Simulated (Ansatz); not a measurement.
Runs of Ansatz 0.2.0 on CdS (Hawleyite). It takes space group F-43m (No. 216, cubic). The conventional cell has a = 5.833 Å, b = 5.833 Å, c = 5.833 Å, α = 90.00°, β = 90.00°, γ = 90.00°. Cd (site symmetry -43m) has 4 S at 2.53 Å as nearest neighbours. S (site symmetry -43m) has 4 Cd at 2.53 Å as nearest neighbours. 

| task | level | potentials or basis | spin | cell | k mesh | cutoff (eV) | smearing | mesh quality | gap on the mesh (eV) | pressure (GPa) | moment (μB) | largest force (eV/Å) |
| --- | --- | --- | --- | --- | --- | --- | --- | --- | --- | --- | --- | --- |
| electrostatic potential | HSE03 | Ansatz PAW | off | as given | 5 × 5 × 5 | 420 | methfessel-paxton 0.1 eV | not flagged | (a) | 1.9 | - | - |
| single point | PBEsol0 | Ansatz PAW | off | as given | 4 × 4 × 4 | 420 | fermi-dirac 0.05 eV | coarse | 2.71 | (b) | - | - |
| ladder of functionals | r2SCAN+D4 | Ansatz PAW earlier set | off | as given | 8 × 8 × 8 | 620 | fermi-dirac 0.01 eV | not flagged | 1.60 | 0.7 | - | - |
| projected density of states | rPW86-PBE+D3(BJ) | SPMS NC | off | atoms moved at random, drawn with an rms of 0.15 Å | 6 × 6 × 6 | 653 | methfessel-paxton 0.01 eV | not flagged | 1.05 | 3.7 | - | 1.32 |
| electric field gradients | LDA | Ansatz PAW | SOC, no magnetisation | atoms moved at random, drawn with an rms of 0.02 Å | 6 × 6 × 6 | 420 | fermi-dirac 0.01 eV | not flagged | 0.84 | -2.5 | - | 0.16 |
| relaxation of the atoms | LDA | Ansatz PAW | non-collinear, ferromagnetic start, SOC | atoms relaxed from: atoms moved at random, drawn with an rms of 0.15 Å | 6 × 6 × 6 | 420 | fermi-dirac 0.05 eV | not flagged | 0.85 | -2.5 | 0.00 | 0.01 |
| relaxation of cell and atoms | BLYP | Ansatz PAW | collinear, ferromagnetic start | relaxed from: cell strained at random at fixed volume | 6 × 6 × 6 | 420 | fermi-dirac 0.025 eV | not flagged | 0.84 | 0.0 | 0.00 | - |

**Question.** Fill in the values left out.

**Answer.** (a) 1.97; (b) -0.5.

Caveats: some runs use coarse meshes; the PAW data sets come from PBE, with cores solved anew for the run's functional, which leaves a small shift of forces and pressure (some runs); the thresholds are loose for stress (some runs); the starting moments weren't kept (some runs); odd divisions of the mesh miss points on the zone boundary, where band edges often lie, so the gap on the mesh can be too wide (some runs); the potentials were made for another functional, which shifts forces and pressure (some runs); the plane-wave basis is chosen anew once the cell has moved, so the energies of steps on either side of that aren't comparable (some runs).

A k mesh can miss the band edges, and rows without SOC leave out spin-orbit coupling on Cd.

Runs at the PBE level aren't shown here.
